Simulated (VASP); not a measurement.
# Co in VASP: work function with PBE

Aim: the work function of Co with PBE.

All numbers are computed with VASP 6.6.1; they aren't measurements. Logs are shortened: lines on timing, memory, paths and dates and some standing lists are left out, and cuts for length are marked.

## (1) The cell of the first run

The cell holds a slab with vacuum, 6 atoms: a = 2.487 Å, b = 2.487 Å, c = 25.238 Å, α = 90.00°, β = 90.00°, γ = 120.00°.

The slab is cut from a database's or a generator's crystal, which needn't be the stable form of the element.

## (2) Work function, PBE, collinear spin, ferromagnetic start (the (0 0 1) slab of Co, cut from the database cell, not relaxed)

File INCAR:

```
SYSTEM = Co
PREC     = Accurate       ! precision mode
ENCUT    = 520            ! plane-wave cutoff, eV
EDIFF    = 1E-6           ! SCF threshold, eV
ISMEAR   = 0              ! smearing method
SIGMA    = 0.05           ! smearing width, eV
LREAL    = .False.        ! projectors in reciprocal space
LASPH    = .True.         ! aspherical terms in the spheres
NELM     = 100            ! most SCF steps
ALGO     = Normal         ! electronic algorithm
ISIF     = 2              ! what is computed and relaxed
LWAVE    = .False.        ! write WAVECAR
LCHARG   = .True.         ! write CHGCAR
ISPIN    = 2              ! spin polarisation
MAGMOM   = 2 2 2 2 2 2    ! initial moments
LORBIT   = 11             ! projections on sites
LMAXMIX  = 4              ! l up to which the mixer works
LDIPOL   = .True.       
IDIPOL   = 3            
DIPOL    = 0.5 0.5 0.500
GGA      = PE             ! functional
LELF     = .True.         ! ELF
LVHAR    = .True.       
LVACPOTAV= .True.
```

File KPOINTS:

```
regular mesh
0
Gamma
  12 12 1
  0 0 0
```

File POSCAR:

```
Co
1.0
    2.4873648738      0.0000000000      0.0000000000
   -1.2436824369      2.1541211692      0.0000000000
    0.0000000000      0.0000000000     25.2383599541
Co
6
Direct
    0.3333333300      0.6666666600      0.2971666944
    0.6666666700      0.3333333400      0.3808401562
    0.3333333300      0.6666666600      0.4581632691
    0.6666666700      0.3333333400      0.5418367309
    0.3333333300      0.6666666600      0.6191598438
    0.6666666700      0.3333333400      0.7028333056
```

Potentials or basis: VASP PAW PBE potentials, release 64 (Co).

The run is started by

```console
$ cat potpaw_PBE.64/Co/POTCAR > POTCAR
$ mpirun -np 1 vasp_std > vasp.out
```

OUTCAR:

```text
SYSTEM = Co
   PREC = Accurate
   ENCUT = 520
   EDIFF = 1E-6
   ISMEAR = 0
   LREAL = .False.
   LASPH = .True.
   NELM = 100
   ISIF = 2
   ISPIN = 2
   LORBIT = 11
   GGA = PE

 ion  position               nearest neighbor table
   1  0.333  0.667  0.297-   2 2.55   2 2.55   2 2.55
   2  0.667  0.333  0.381-   3 2.42   3 2.42   3 2.42   1 2.55   1 2.55   1 2.55
   3  0.333  0.667  0.458-   2 2.42   2 2.42   2 2.42   4 2.55   4 2.55   4 2.55
   4  0.667  0.333  0.542-   5 2.42   5 2.42   5 2.42   3 2.55   3 2.55   3 2.55
   5  0.333  0.667  0.619-   4 2.42   4 2.42   4 2.42   6 2.55   6 2.55   6 2.55
   6  0.667  0.333  0.703-   5 2.55   5 2.55   5 2.55

  LATTYP: Found a hexagonal cell.
 ALAT       =     2.4873648738
 C/A-ratio  =    10.1466255393

  Lattice vectors:

 A1 = (   2.4873648738,   0.0000000000,   0.0000000000)
 A2 = (  -1.2436824369,   2.1541211692,   0.0000000000)
 A3 = (   0.0000000000,   0.0000000000,  25.2383599541)

Analysis of symmetry for initial positions (statically):
=====================================================================
 Subroutine PRICEL returns:
 Original cell was already a primitive cell.

 Routine SETGRP: Setting up the symmetry group for a
 hexagonal supercell.

 Subroutine GETGRP returns: Found 12 space group operations
 (whereof 12 operations were pure point group operations)
 out of a pool of 24 trial point group operations.

The static configuration has the point symmetry D_3d.

Analysis of symmetry for dynamics (positions and initial velocities):
=====================================================================
 Subroutine PRICEL returns:
 Original cell was already a primitive cell.

 Routine SETGRP: Setting up the symmetry group for a
 hexagonal supercell.

 Subroutine GETGRP returns: Found 12 space group operations
 (whereof 12 operations were pure point group operations)
 out of a pool of 24 trial point group operations.

The dynamic configuration has the point symmetry D_3d.

Analysis of structural, dynamic, and magnetic symmetry:
=====================================================================
 Subroutine PRICEL returns:
 Original cell was already a primitive cell.

 Routine SETGRP: Setting up the symmetry group for a
 hexagonal supercell.

 Subroutine GETGRP returns: Found 12 space group operations
 (whereof 12 operations were pure point group operations)
 out of a pool of 24 trial point group operations.

The overall configuration has the point symmetry D_3d.

 Subroutine INISYM returns: Found 12 space group operations
 (whereof 12 operations are pure point group operations),
 and found     1 'primitive' translations

----------------------------------------------------------------------------------------

                                     Primitive cell

  volume of cell :     135.2293

  direct lattice vectors                    reciprocal lattice vectors
     2.487364874  0.000000000  0.000000000     0.402031889  0.232113220  0.000000000
    -1.243682437  2.154121169  0.000000000     0.000000000  0.464226439  0.000000000
     0.000000000  0.000000000 25.238359954     0.000000000  0.000000000  0.039622226

  length of vectors
     2.487364874  2.487364874 25.238359954     0.464226439  0.464226439  0.039622226

  position of ions in fractional coordinates (direct lattice)
     0.333333330  0.666666660  0.297166694
     0.666666670  0.333333340  0.380840156
     0.333333330  0.666666660  0.458163269
     0.666666670  0.333333340  0.541836731
     0.333333330  0.666666660  0.619159844
     0.666666670  0.333333340  0.702833306

  ion indices of the primitive-cell ions
   primitive index   ion index
                 1           1
                 2           2
                 3           3
                 4           4
                 5           5
                 6           6

----------------------------------------------------------------------------------------

 KPOINTS: regular mesh

Automatic generation of k-mesh.
 Grid dimensions read from file:
 generate k-points for:   12   12    1

 Generating k-lattice:

  Cartesian coordinates                     Fractional coordinates (reciprocal lattice)
     0.033502657  0.019342768  0.000000000     0.083333333  0.000000000  0.000000000
     0.000000000  0.038685537  0.000000000     0.000000000  0.083333333  0.000000000
     0.000000000  0.000000000  0.039622226     0.000000000  0.000000000  1.000000000

  Length of vectors
     0.038685537  0.038685537  0.039622226

  Shift w.r.t. Gamma in fractional coordinates (k-lattice)
     0.000000000  0.000000000  0.000000000

 Subroutine IBZKPT returns following result:
 ===========================================

 Found     19 irreducible k-points:

 Following reciprocal coordinates:
            Coordinates               Weight
  0.000000  0.000000  0.000000      1.000000
  0.083333 -0.000000  0.000000      6.000000
  0.166667 -0.000000  0.000000      6.000000
  0.250000  0.000000  0.000000      6.000000
  0.333333 -0.000000  0.000000      6.000000
  0.416667  0.000000  0.000000      6.000000
[... 11 lines left out ...]
  0.333333  0.250000  0.000000     12.000000
  0.333333  0.333333  0.000000      2.000000
   k-points           NKPTS =     19   k-points in BZ     NKDIM =     19   number of bands    NBANDS=     38
   number of dos      NEDOS =    301   number of ions     NIONS =      6
   total plane-waves  NPLWV =  62208
   dimension x,y,z NGX =    18 NGY =   18 NGZ =  192
   dimension x,y,z NGXF=    36 NGYF=   36 NGZF=  384
   ions per type =               6
   NGX,Y,Z   is equivalent  to a cutoff of  12.03, 12.03, 12.65 a.u.
   NGXF,Y,Z  is equivalent  to a cutoff of  24.06, 24.06, 25.29 a.u.
 SYSTEM =  Co
   PREC   = accura    normal or accurate (medium, high low for compatibility)
   ISTART =      0    job   : 0-new  1-cont  2-samecut
   ICHARG =      2    charge: 1-file 2-atom 10-const
   ISPIN  =      2    spin polarized calculation?
   LNONCOLLINEAR =      F non collinear calculations
   LSORBIT =      F    spin-orbit coupling
   LASPH  =      T    aspherical Exc in radial PAW
   ENCUT  =  520.0 eV  38.22 Ry    6.18 a.u.   4.62  4.62 46.93*2*pi/ulx,y,z
   NELM   =    100;   NELMIN=  2; NELMDL= -5     # of ELM steps
   EDIFF  = 0.1E-05   stopping-criterion for ELM
   LREAL  =      F    real-space projection
   EDIFFG = 0.1E-04   stopping-criterion for IOM
   NSW    =      0    number of steps for IOM
   IBRION =     -1    ionic relax: 0-MD 1-quasi-New 2-CG
   NFREE  =      0    steps in history (QN), initial steepest desc. (CG)
   ISIF   =      2    stress and relaxation
   ISYM   =      2    0-nonsym 1-usesym 2-fastsym
   POTIM  = 0.5000    time-step for ionic-motion
   TEBEG  =    0.0;   TEEND  =   0.0 temperature during run
   PSTRESS=    0.0 pullay stress
   NELECT =      54.0000    total number of electrons
   NUPDOWN=      -1.0000    fix difference up-down
   EMIN   =  10.00;   EMAX   =-10.00  energy-range for DOS
   EFERMI =   0.00;   METHOD = LEGACY
   ISMEAR =     0;   SIGMA  =   0.05  broadening in eV -4-tet -1-fermi 0-gaus
   EFERMI_NEDOS =   21; number of points for ismear=-14 and -15
   IALGO  =     38    algorithm
   IMIX   =      4    mixing-type and parameters
     AMIX     =   0.40;   BMIX     =  1.00
     AMIX_MAG =   1.60;   BMIX_MAG =  1.00
  volume/ion in A,a.u.               =      22.54       152.10
  Fermi-wavevector in a.u.,A,eV,Ry     =   1.205542  2.278145 19.773790  1.453333
  Thomas-Fermi vector in A             =   2.341236
   LORBIT       =     11    0 simple, 1 ext, 2 COOP (PROOUT), +10 PAW based schemes
   GGA     = PE    functional components
   LHFCALC =     F    Hartree Fock is set to
   AEXX    =    0.0000 exact exchange contribution
   IVDW    =     0    specifies the selected vdW correction
   LEPSILON=     F    determine dielectric tensor
   LRPA    =     F    only Hartree local field effects (RPA)
 spin polarized calculation
 Gauss-broadening in eV      SIGMA  =   0.05
  energy-cutoff  :      520.00
  volume of cell :      135.23
 maximum number of plane-waves:      3676
   NGX =  9   NGY =  9   NGZ = 93

 number of electron      53.9999999 magnetization      10.0005449

 dipolmoment           0.000000      0.000000      0.000000 electrons x Angstroem

 number of electron      53.9999999 magnetization       9.9622316

 dipolmoment           0.000000      0.000000     -0.000000 electrons x Angstroem

 Free energy of the ion-electron system (eV)
  ---------------------------------------------------
  ext. energy  EPLUGINS =         0.00000000
  ---------------------------------------------------
  free energy    TOTEN  =       -40.60208987 eV

  energy without entropy =      -40.59236791  energy(sigma->0) =      -40.59722889

 E-fermi :   2.4604     XC(G=0):  -7.2741

 val. band max:        2.4574598600   @ k =   0.0833  -0.0000   0.0000
 cond. band min:       2.4683443135   @ k =   0.2500   0.1667   0.0000
 fundamental gap:      0.0108844536
 Fermi energy:         2.4604359978

 spin component 1

 k-point     1 :       0.0000    0.0000    0.0000
  band No.  band energies     occupation
      1      -6.2185      1.00000
      2      -5.5642      1.00000
      3      -4.4568      1.00000
      4      -3.5241      1.00000
      5      -2.8643      1.00000
      6      -2.7057      1.00000
[... 30 lines left out ...]
     37       2.4783      0.30631
     38       7.0608      0.00000
[... 736 lines left out ...]
     37       8.5630      0.00000
     38       8.5630      0.00000
 Fermi energy:         2.4604359978

 spin component 2

 k-point     1 :       0.0000    0.0000    0.0000
  band No.  band energies     occupation
      1      -6.2185      1.00000
      2      -5.5503      1.00000
      3      -4.4099      1.00000
      4      -3.3363      1.00000
      5      -2.2964      1.00000
      6      -1.8401      1.00000
[... 30 lines left out ...]
     37       3.4890      0.00000
     38       7.0916      0.00000
[... 736 lines left out ...]
     37       9.1524      0.00000
     38       9.1524      0.00000

------------------------ aborting loop because EDIFF is reached ----------------------------------------

  FORCE on cell =-STRESS in cart. coord.  units (eV):
  Direction    XX          YY          ZZ          XY          YZ          ZX
  --------------------------------------------------------------------------------------
  -------------------------------------------------------------------------------------
  Total       -1.8257042     -1.8257042     -2.6115486      0.0000000      0.0000000      0.0000000
  in kB      -21.6306830    -21.6306830    -30.9412563      0.0000000      0.0000000      0.0000000
  external PRESSURE =     -24.7342075 kB  Pullay stress =       0.0000000 kB

 VOLUME and BASIS-vectors are now :
 -----------------------------------------------------------------------------
  energy-cutoff  :      520.00
  volume of cell :      135.23
      direct lattice vectors                 reciprocal lattice vectors
     2.487364874  0.000000000  0.000000000     0.402031889  0.232113220  0.000000000
    -1.243682437  2.154121169  0.000000000     0.000000000  0.464226439  0.000000000
     0.000000000  0.000000000 25.238359954     0.000000000  0.000000000  0.039622226

 POSITION                                       TOTAL-FORCE (eV/Angst)
 -----------------------------------------------------------------------------------
      0.00000      1.43608      7.50000         0.000000     -0.000000      0.647103
      1.24368      0.71804      9.61178         0.000000     -0.000000     -0.924897
      0.00000      1.43608     11.56329        -0.000000     -0.000000      0.735654
      1.24368      0.71804     13.67507         0.000000     -0.000000     -0.735654
      0.00000      1.43608     15.62658        -0.000000      0.000000      0.924897
      1.24368      0.71804     17.73836        -0.000000     -0.000000     -0.647103
 -----------------------------------------------------------------------------------
    total drift:                                0.000000      0.000000      0.000000

  FREE ENERGIE OF THE ION-ELECTRON SYSTEM (eV)
  ---------------------------------------------------
  free  energy   TOTEN  =       -40.6020898685 eV

  energy  without entropy=      -40.5923679067  energy(sigma->0) =      -40.59722889

 vacuum level on the upper side and lower side of the slab         7.443         7.443

 total charge

# of ion       s       p       d       tot
------------------------------------------
    1        0.471   0.382   7.218   8.071
    2        0.487   0.518   7.264   8.269
    3        0.488   0.521   7.264   8.273
    4        0.488   0.521   7.264   8.273
    5        0.487   0.518   7.264   8.269
    6        0.471   0.382   7.218   8.071
--------------------------------------------------
tot          2.892   2.841  43.494  49.227

 magnetization (x)

# of ion       s       p       d       tot
------------------------------------------
    1       -0.012  -0.041   1.809   1.756
    2       -0.014  -0.051   1.730   1.665
    3       -0.015  -0.054   1.703   1.634
    4       -0.015  -0.054   1.703   1.634
    5       -0.014  -0.051   1.730   1.665
    6       -0.012  -0.041   1.809   1.756
--------------------------------------------------
tot         -0.081  -0.292  10.483  10.110
```

It took 6.9 min on 1 thread of Intel Xeon Platinum 8488C (Sapphire Rapids), shared host; peak memory 0.36 GiB.

What came out:

```
Free energy                                           : -40.6021 eV
Largest force                                         : 0.925 eV/Å
Band gap on the k mesh                                : none (metal or under the smearing width)
Net moment                                            : 9.96 μB per cell
Site moments                                          : Co +1.76, +1.67, +1.63 μB
Valence electrons inside the program's atomic spheres : Co 8.07, 8.27
Work function of the upper face                       : 4.98 eV
Work function of the lower face                       : 4.98 eV
```

Forces on the atoms (eV/Å):
```
Co   0.000  0.000  0.647
Co   0.000  0.000 -0.925
Co   0.000  0.000  0.736
Co   0.000  0.000 -0.736
Co   0.000  0.000  0.925
Co   0.000  0.000 -0.647
```

Levels at points of the mesh, in eV from the Fermi level:
Spin up:
| k point | band 28 | band 29 | band 30 | band 31 | band 32 | band 33 | band 34 | band 35 | band 36 | band 37 |
| --- | --- | --- | --- | --- | --- | --- | --- | --- | --- | --- |
| (0.00, 0.00, 0.00) | -1.28 | -1.28 | -1.16 | -1.16 | -0.97 | -0.97 | -0.87 | -0.87 | -0.53 | 0.02 |
| (0.50, 0.00, 0.00) | -0.56 | -0.54 | -0.54 | 1.00 | 1.14 | 1.46 | 2.10 | 2.82 | 3.21 | 6.68 |
Spin down:
```
           k point  band 20  band 21  band 22  band 23  band 24  band 25
(0.00, 0.00, 0.00)    -0.66    -0.66    -0.61    -0.61    -0.23     0.02
(0.50, 0.00, 0.00)     0.27     0.47     0.80     0.88     1.15     1.21
```
